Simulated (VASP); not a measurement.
# ZnS (P6_3mc) in VASP: further runs

The runs below take ZnS through single point, relaxation of cell and atoms, with PBE.

Everything below comes from runs of VASP 6.6.1. Logs are shortened: lines on timing, memory, paths and dates and some standing lists are left out, and cuts for length are marked.

**What was measured.**

From a printed reference work, monograph, for a bulk crystal of ZnS at 4 K: band gap 3.911 eV (direct).

The results are compared with them further down.

## Step 1: The cell of the first run

It takes space group P6_3mc (No. 186, hexagonal). Conventional cell: a = 3.846 Å, b = 3.846 Å, c = 6.304 Å, α = 90.00°, β = 90.00°, γ = 120.00°. Within 3.1 Å of Zn (site symmetry 3m) lie 4 S at 2.36 Å. S (site symmetry 3m) has 4 Zn at 2.36 Å within 3.1 Å.

## Step 2: Single point, PBE

Contents of INCAR:

```
PREC     = Accurate       # precision mode
ENCUT    = 520            # plane-wave cutoff, eV
EDIFF    = 1E-6           # SCF threshold, eV
ISMEAR   = 0              # smearing method
SIGMA    = 0.05           # smearing width, eV
LREAL    = F              # projectors in reciprocal space
LASPH    = T              # aspherical terms in the spheres
NELM     = 100            # most SCF steps
ALGO     = Normal         # electronic algorithm
ISIF     = 2              # what is computed and relaxed
LWAVE    = F              # write WAVECAR
LCHARG   = T              # write CHGCAR
GGA      = PE             # functional
LELF     = T              # ELF
LVHAR    = T            
NBANDS   = 26             # bands
```

Contents of KPOINTS:

```
regular mesh
0
Gamma
  9 9 4
```

Contents of POSCAR:

```
ZnS
1.0
    3.8455587354      0.0000000000      0.0000000000
   -1.9227793677      3.3303515566      0.0000000000
    0.0000000000      0.0000000000      6.3037246812
Zn S
2 2
Direct
    0.3333333333      0.6666666667      0.0052003729
    0.6666666667      0.3333333333      0.5052003729
    0.3333333333      0.6666666667      0.3797996271
    0.6666666667      0.3333333333      0.8797996271
```

Potentials or basis: VASP PAW PBE potentials, release 64 (Zn, S).

Command:

```
cat potpaw_PBE.64/Zn/POTCAR potpaw_PBE.64/S/POTCAR > POTCAR
mpirun -np 1 vasp_std > vasp.out
```

OUTCAR:

```text
PREC = Accurate
   ENCUT = 520
   EDIFF = 1E-6
   ISMEAR = 0
   LREAL = F
   LASPH = T
   NELM = 100
   ISIF = 2
   GGA = PE

 ion  position               nearest neighbor table
   1  0.333  0.667  0.005-   4 2.36   4 2.36   4 2.36   3 2.36
   2  0.667  0.333  0.505-   3 2.36   3 2.36   3 2.36   4 2.36
   3  0.333  0.667  0.380-   2 2.36   2 2.36   2 2.36   1 2.36
   4  0.667  0.333  0.880-   1 2.36   1 2.36   1 2.36   2 2.36

  LATTYP: Found a hexagonal cell.
 ALAT       =     3.8455587354
 C/A-ratio  =     1.6392220520

  Lattice vectors:

 A1 = (   3.8455587354,   0.0000000000,   0.0000000000)
 A2 = (  -1.9227793677,   3.3303515566,   0.0000000000)
 A3 = (   0.0000000000,   0.0000000000,   6.3037246812)

Analysis of symmetry for initial positions (statically):
=====================================================================
 Subroutine PRICEL returns:
 Original cell was already a primitive cell.

 Routine SETGRP: Setting up the symmetry group for a
 hexagonal supercell.

 Subroutine GETGRP returns: Found 12 space group operations
 (whereof  6 operations were pure point group operations)
 out of a pool of 24 trial point group operations.

The static configuration has the point symmetry C_3v.
 The point group associated with its full space group is C_6v.

Analysis of symmetry for dynamics (positions and initial velocities):
=====================================================================
 Subroutine PRICEL returns:
 Original cell was already a primitive cell.

 Routine SETGRP: Setting up the symmetry group for a
 hexagonal supercell.

 Subroutine GETGRP returns: Found 12 space group operations
 (whereof  6 operations were pure point group operations)
 out of a pool of 24 trial point group operations.

The dynamic configuration has the point symmetry C_3v.
 The point group associated with its full space group is C_6v.

 Subroutine INISYM returns: Found 12 space group operations
 (whereof  6 operations are pure point group operations),
 and found     1 'primitive' translations

----------------------------------------------------------------------------------------

                                     Primitive cell

  volume of cell :      80.7322

  direct lattice vectors                    reciprocal lattice vectors
     3.845558735  0.000000000  0.000000000     0.260040236  0.150134300  0.000000000
    -1.922779368  3.330351557  0.000000000     0.000000000  0.300268600  0.000000000
     0.000000000  0.000000000  6.303724681     0.000000000  0.000000000  0.158636370

  length of vectors
     3.845558735  3.845558735  6.303724681     0.300268600  0.300268600  0.158636370

  position of ions in fractional coordinates (direct lattice)
     0.333333333  0.666666667  0.005200373
     0.666666667  0.333333333  0.505200373
     0.333333333  0.666666667  0.379799627
     0.666666667  0.333333333  0.879799627

  ion indices of the primitive-cell ions
   primitive index   ion index
                 1           1
                 2           2
                 3           3
                 4           4

----------------------------------------------------------------------------------------

 KPOINTS: regular mesh

Automatic generation of k-mesh.
 Grid dimensions read from file:
 generate k-points for:    9    9    4

 Generating k-lattice:

  Cartesian coordinates                     Fractional coordinates (reciprocal lattice)
     0.028893360  0.016681589  0.000000000     0.111111111  0.000000000  0.000000000
     0.000000000  0.033363178  0.000000000     0.000000000  0.111111111  0.000000000
     0.000000000  0.000000000  0.039659092     0.000000000  0.000000000  0.250000000

  Length of vectors
     0.033363178  0.033363178  0.039659092

  Shift w.r.t. Gamma in fractional coordinates (k-lattice)
     0.000000000  0.000000000  0.000000000

 Subroutine IBZKPT returns following result:
 ===========================================

 Found     36 irreducible k-points:

 Following reciprocal coordinates:
            Coordinates               Weight
  0.000000  0.000000  0.000000      1.000000
  0.111111  0.000000  0.000000      6.000000
  0.222222  0.000000  0.000000      6.000000
  0.333333  0.000000  0.000000      6.000000
  0.444444  0.000000  0.000000      6.000000
  0.111111  0.111111  0.000000      6.000000
[... 16 lines left out ...]
  0.333333  0.222222  0.250000     24.000000
  0.333333  0.333333  0.250000      4.000000
 [... further k-points ...]
   k-points           NKPTS =     36   k-points in BZ     NKDIM =     36   number of bands    NBANDS=     26
   number of dos      NEDOS =    301   number of ions     NIONS =      4
   total plane-waves  NPLWV =  43200
   dimension x,y,z NGX =    30 NGY =   30 NGZ =   48
   dimension x,y,z NGXF=    60 NGYF=   60 NGZF=   96
   ions per type =               2   2
   NGX,Y,Z   is equivalent  to a cutoff of  12.97, 12.97, 12.66 a.u.
   NGXF,Y,Z  is equivalent  to a cutoff of  25.94, 25.94, 25.32 a.u.
 SYSTEM =  unknown system
   PREC   = accura    normal or accurate (medium, high low for compatibility)
   ISTART =      0    job   : 0-new  1-cont  2-samecut
   ICHARG =      2    charge: 1-file 2-atom 10-const
   ISPIN  =      1    spin polarized calculation?
   LNONCOLLINEAR =      F non collinear calculations
   LSORBIT =      F    spin-orbit coupling
   LASPH  =      T    aspherical Exc in radial PAW
   ENCUT  =  520.0 eV  38.22 Ry    6.18 a.u.   7.15  7.15 11.72*2*pi/ulx,y,z
   NELM   =    100;   NELMIN=  2; NELMDL= -5     # of ELM steps
   EDIFF  = 0.1E-05   stopping-criterion for ELM
   LREAL  =      F    real-space projection
   EDIFFG = 0.1E-04   stopping-criterion for IOM
   NSW    =      0    number of steps for IOM
   IBRION =     -1    ionic relax: 0-MD 1-quasi-New 2-CG
   NFREE  =      0    steps in history (QN), initial steepest desc. (CG)
   ISIF   =      2    stress and relaxation
   ISYM   =      2    0-nonsym 1-usesym 2-fastsym
   POTIM  = 0.5000    time-step for ionic-motion
   TEBEG  =    0.0;   TEEND  =   0.0 temperature during run
   PSTRESS=    0.0 pullay stress
   NELECT =      36.0000    total number of electrons
   NUPDOWN=      -1.0000    fix difference up-down
   EMIN   =  10.00;   EMAX   =-10.00  energy-range for DOS
   EFERMI =   0.00;   METHOD = LEGACY
   ISMEAR =     0;   SIGMA  =   0.05  broadening in eV -4-tet -1-fermi 0-gaus
   EFERMI_NEDOS =   21; number of points for ismear=-14 and -15
   IALGO  =     38    algorithm
   IMIX   =      4    mixing-type and parameters
     AMIX     =   0.40;   BMIX     =  1.00
     AMIX_MAG =   1.60;   BMIX_MAG =  1.00
  volume/ion in A,a.u.               =      20.18       136.20
  Fermi-wavevector in a.u.,A,eV,Ry     =   1.250720  2.363518 21.283599  1.564300
  Thomas-Fermi vector in A             =   2.384701
   LORBIT       =      0    0 simple, 1 ext, 2 COOP (PROOUT), +10 PAW based schemes
   GGA     = PE    functional components
   LHFCALC =     F    Hartree Fock is set to
   AEXX    =    0.0000 exact exchange contribution
   IVDW    =     0    specifies the selected vdW correction
   LEPSILON=     F    determine dielectric tensor
   LRPA    =     F    only Hartree local field effects (RPA)
 non-spin polarized calculation
 Gauss-broadening in eV      SIGMA  =   0.05
  energy-cutoff  :      520.00
  volume of cell :       80.73
 maximum number of plane-waves:      2208
 NGX is ok and might be reduce to    30
   NGX = 15   NGY = 15   NGZ = 23

 number of electron      36.0000011 magnetization

 Free energy of the ion-electron system (eV)
  ---------------------------------------------------
  ext. energy  EPLUGINS =         0.00000000
  ---------------------------------------------------
  free energy    TOTEN  =       -13.69366378 eV

  energy without entropy =      -13.69366378  energy(sigma->0) =      -13.69366378

 E-fermi :   2.1238     XC(G=0):  -9.5167

 val. band max:        1.9138681613   @ k =   0.0000   0.0000   0.0000
 cond. band min:       3.9972862242   @ k =   0.0000   0.0000   0.0000
 fundamental gap:      2.0834180629
 Fermi energy:         2.1238303470

 k-point     1 :       0.0000    0.0000    0.0000
  band No.  band energies     occupation
      1     -11.0938      2.00000
      2     -10.2039      2.00000
      3      -4.3411      2.00000
      4      -4.3295      2.00000
      5      -4.3295      2.00000
      6      -4.2514      2.00000
[... 18 lines left out ...]
     25       9.5914      0.00000
     26      11.0460      0.00000

 k-point     2 :       0.1111    0.0000    0.0000
  band No.  band energies     occupation
      1     -11.0142      2.00000
      2     -10.1597      2.00000
      3      -4.3378      2.00000
      4      -4.3210      2.00000
      5      -4.3138      2.00000
      6      -4.2422      2.00000
[... 18 lines left out ...]
     25       9.9544      0.00000
     26      10.5824      0.00000

 k-point     3 :       0.2222    0.0000    0.0000
  band No.  band energies     occupation
      1     -10.7954      2.00000
      2     -10.0508      2.00000
      3      -4.3381      2.00000
      4      -4.2883      2.00000
      5      -4.2780      2.00000
      6      -4.2002      2.00000
[... 18 lines left out ...]
     25      10.1140      0.00000
     26      10.7965      0.00000

 k-point     4 :       0.3333    0.0000    0.0000
  band No.  band energies     occupation
      1     -10.5022      2.00000
      2      -9.9429      2.00000
      3      -4.3230      2.00000
      4      -4.2464      2.00000
      5      -4.2440      2.00000
      6      -4.1059      2.00000
[... 18 lines left out ...]
     25      10.5261      0.00000
     26      11.5038      0.00000
[... 496 lines left out ...]
      1     -10.2885      2.00000
      2      -9.9730      2.00000
      3      -4.2715      2.00000
      4      -4.2546      2.00000
      5      -4.1633      2.00000
      6      -4.1396      2.00000
[... 18 lines left out ...]
     25      10.2254      0.00000
     26      11.3559      0.00000

 k-point    23 :       0.3333    0.2222    0.2500
  band No.  band energies     occupation
      1     -10.0968      2.00000
      2      -9.9377      2.00000
      3      -4.2748      2.00000
      4      -4.2079      2.00000
      5      -4.1454      2.00000
      6      -4.0693      2.00000
[... 18 lines left out ...]
     25      11.0681      0.00000
     26      11.6805      0.00000

 k-point    24 :       0.3333    0.3333    0.2500
  band No.  band energies     occupation
      1      -9.9780      2.00000
      2      -9.9780      2.00000
      3      -4.2712      2.00000
      4      -4.1640      2.00000
      5      -4.1640      2.00000
      6      -4.0607      2.00000
[... 18 lines left out ...]
     25      11.8962      0.00000
     26      12.0674      0.00000

 [... further k-points ...]
[... 5 lines left out ...]
  --------------------------------------------------------------------------------------
  -------------------------------------------------------------------------------------
  Total        0.0665952      0.0665952      0.0823741      0.0000000      0.0000000      0.0000000
  in kB        1.3216200      1.3216200      1.6347615      0.0000000      0.0000000      0.0000000
  external PRESSURE =       1.4260005 kB  Pullay stress =       0.0000000 kB

 VOLUME and BASIS-vectors are now :
 -----------------------------------------------------------------------------
  energy-cutoff  :      520.00
  volume of cell :       80.73
      direct lattice vectors                 reciprocal lattice vectors
     3.845558735  0.000000000  0.000000000     0.260040236  0.150134300  0.000000000
    -1.922779368  3.330351557  0.000000000     0.000000000  0.300268600  0.000000000
     0.000000000  0.000000000  6.303724681     0.000000000  0.000000000  0.158636370

 POSITION                                       TOTAL-FORCE (eV/Angst)
 -----------------------------------------------------------------------------------
     -0.00000      2.22023      0.03278        -0.000000     -0.000000      0.000910
      1.92278      1.11012      3.18464         0.000000      0.000000      0.000910
     -0.00000      2.22023      2.39415         0.000000     -0.000000     -0.000910
      1.92278      1.11012      5.54601        -0.000000      0.000000     -0.000910
 -----------------------------------------------------------------------------------
    total drift:                               -0.000000     -0.000000     -0.000179

  FREE ENERGIE OF THE ION-ELECTRON SYSTEM (eV)
  ---------------------------------------------------
  free  energy   TOTEN  =       -13.6936637759 eV

  energy  without entropy=      -13.6936637759  energy(sigma->0) =      -13.69366378
```

Wall time 46 s (1 thread of AMD EPYC 7R13 (Zen 3), shared host); peak memory 0.19 GiB.

Results:

```yaml
Free_energy: -13.6937 eV
Pressure: 0.1 GPa
Band_gap_on_the_k_mesh: 2.08 eV, direct
```

Levels at points of the mesh, in eV from the valence-band top:
```
           k point  band 14  band 15  band 16  band 17  band 18  band 19  band 20  band 21  band 22  band 23
(0.00, 0.00, 0.00)    -0.86    -0.86    -0.07     0.00     0.00     2.08     3.05     6.33     6.33     6.59
(0.00, 0.00, 0.50)    -2.80    -0.45    -0.45    -0.45    -0.45     3.48     3.48     6.76     6.76     6.78
```

## Step 3: Single point, PBE

Contents of INCAR:

```
ALGO = Normal
EDIFF = 1E-6
ENCUT = 520
GGA = PE
ISIF = 2
ISMEAR = 0
LASPH = T
LCHARG = F
LREAL = F
LWAVE = F
NBANDS = 26
NELM = 100
PREC = Accurate
SIGMA = 0.02
```

Contents of KPOINTS:

```
k-points
0
Gamma
  9 9 6
```

POSCAR is that of step 2.

Potentials or basis: VASP PAW PBE potentials, release 64 (Zn, S).

Command:

```
cat potpaw_PBE.64/Zn/POTCAR potpaw_PBE.64/S/POTCAR > POTCAR
mpirun -np 1 vasp_std > vasp.out
```

It took 58 s on 1 thread of AMD EPYC 7R13 (Zen 3), shared host; peak memory 0.21 GiB.

Results (log left out):

| Property | Result |
| --- | --- |
| Free energy | -13.6937 eV |
| Pressure | 0.1 GPa |
| Band gap on the k mesh | 2.08 eV, direct |

Levels at points of the mesh, in eV from the valence-band top:
| k point | band 14 | band 15 | band 16 | band 17 | band 18 | band 19 | band 20 | band 21 | band 22 | band 23 |
| --- | --- | --- | --- | --- | --- | --- | --- | --- | --- | --- |
| (0.00, 0.00, 0.00) | -0.86 | -0.86 | -0.07 | 0.00 | 0.00 | 2.08 | 3.05 | 6.33 | 6.33 | 6.59 |
| (0.00, 0.00, 0.50) | -2.80 | -0.45 | -0.45 | -0.45 | -0.45 | 3.48 | 3.48 | 6.76 | 6.76 | 6.78 |

## Step 4: Relaxation of cell and atoms, PBE

This run uses another cell than the first one, of 19.60 Å³/atom, 0.971 times its volume.

Contents of INCAR:

```
SYSTEM = ZnS
PREC = Accurate ; ENCUT = 600
EDIFF = 1E-7 ; ISMEAR = 0
SIGMA = 0.02 ; LREAL = .False.
LASPH = .True. ; NELM = 100
ALGO = Normal ; ISIF = 3
LWAVE = .False. ; LCHARG = .False.
GGA = PE ; IBRION = 2
NSW = 100 ; EDIFFG = -0.005
```

Contents of KPOINTS:

```
Automatic mesh
0
Gamma
  9 9 6
  0 0 0
```

Contents of POSCAR:

```
ZnS
1.0
    3.8109987816      0.0000000000      0.0000000000
   -1.9054993908      3.3004217586      0.0000000000
    0.0000000000      0.0000000000      6.2340000000
Zn S
2 2
Direct
    0.3333333333      0.6666666667      0.0000000000
    0.6666666667      0.3333333333      0.5000000000
    0.3333333333      0.6666666667      0.3850000000
    0.6666666667      0.3333333333      0.8850000000
```

Command:

```
cat potpaw_PBE.64/Zn/POTCAR potpaw_PBE.64/S/POTCAR > POTCAR
mpirun -np 1 vasp_std > vasp.out
```

Wall time 5.5 min (1 thread of AMD EPYC 7R13 (Zen 3), shared host); peak memory 0.23 GiB.

The run converged. Its results:

```yaml
Free_energy: -13.6933 eV
Relaxed_volume: 20.23 Å³/atom
Relaxed_cell: a = 3.848 Å, b = 3.848 Å, c = 6.310 Å, α = 90.00°, β = 90.00°, γ = 120.00°
Space_group_after_relaxing_to_0.05_Å: P6_3mc (No. 186)
Energy_gained_by_relaxing: 9.8 meV/atom
Ionic_steps: 9
Pressure_after_relaxing: 0.0 GPa
Largest_force_after_relaxing: 0.004 eV/Å
Band_gap_on_the_k_mesh: 2.07 eV, direct
```

Forces in eV/Å, atoms in the order of the input:
```
Zn   0.000  0.000  0.004
Zn   0.000  0.000  0.004
S    0.000  0.000 -0.004
S    0.000  0.000 -0.004
```

The path:
| step | energy change (eV) | largest force (eV/Å) | pressure (GPa) | volume (Å³) |
| --- | --- | --- | --- | --- |
| 1 | 0.0000 | 0.3226 | 2.49 | 78.41 |
| 2 | -0.0315 | 0.0915 | -0.81 | 81.92 |
| 3 | -0.0329 | 0.1289 | -0.26 | 81.30 |
| 4 | -0.0329 | 0.1253 | -0.34 | 81.36 |
| 5 | -0.0361 | 0.0672 | -0.14 | 81.10 |
| 6 | -0.0376 | 0.0013 | 0.08 | 80.84 |
| 7 | -0.0390 | 0.0133 | 0.02 | 80.88 |
| 8 | -0.0391 | 0.0177 | 0.01 | 80.90 |
| 9 | -0.0392 | 0.0044 | 0.00 | 80.92 |

Final structure:
```
CELL_PARAMETERS angstrom
3.84791 0.00000 0.00000
-1.92396 3.33239 0.00000
0.00000 0.00000 6.31040
ATOMIC_POSITIONS crystal
Zn 0.33333 0.66667 0.00517
Zn 0.66667 0.33333 0.50517
S 0.33333 0.66667 0.37983
S 0.66667 0.33333 0.87983
```

Levels at points of the mesh, in eV from the valence-band top:
```
           k point  band 14  band 15  band 16  band 17  band 18  band 19  band 20  band 21  band 22
(0.00, 0.00, 0.00)    -0.85    -0.85    -0.07     0.00     0.00     2.07     3.05     6.33     6.33
(0.00, 0.00, 0.50)    -2.80    -0.44    -0.44    -0.44    -0.44     3.47     3.47     6.78     6.78
```

## Step 5: The runs side by side

```csv
task,cell,k mesh,cutoff (eV),smearing,gap on the mesh (eV),pressure (GPa)
single point,"a = 3.846, b = 3.846, c = 6.304 Å, angles 90.0, 90.0, 120.0°, 4 atoms",9 × 9 × 4,520,gaussian 0.05 eV,2.08,0.1
single point,"a = 3.846, b = 3.846, c = 6.304 Å, angles 90.0, 90.0, 120.0°, 4 atoms",9 × 9 × 6,520,gaussian 0.02 eV,2.08,0.1
relaxation of cell and atoms,"relaxed from a = 3.811, b = 3.811, c = 6.234 Å, angles 90.0, 90.0, 120.0°, 4 atoms",9 × 9 × 6,600,gaussian 0.02 eV,2.07,0.0
```

Alike in all rows: level PBE; potentials or basis VASP PAW PBE potentials, release 64 (Zn, S); no spin polarisation.

Absolute energies hang on the potentials; compare differences alone.

## Step 6: Against experiment

Step 2. Against the measured gap of ZnS, 3.911 eV (direct; 4 K; a printed reference work, monograph), the calculated 2.08 eV is off by -1.83 eV. The value is that of PBE, without temperature or zero-point motion. Semilocal functionals fall short of measured gaps as a rule.

Step 3. A measured gap of ZnS is 3.911 eV (direct; 4 K; a printed reference work, monograph); the calculated 2.08 eV misses it by -1.83 eV. The value is that of PBE, without temperature or zero-point motion. Semilocal functionals fall short of measured gaps as a rule.
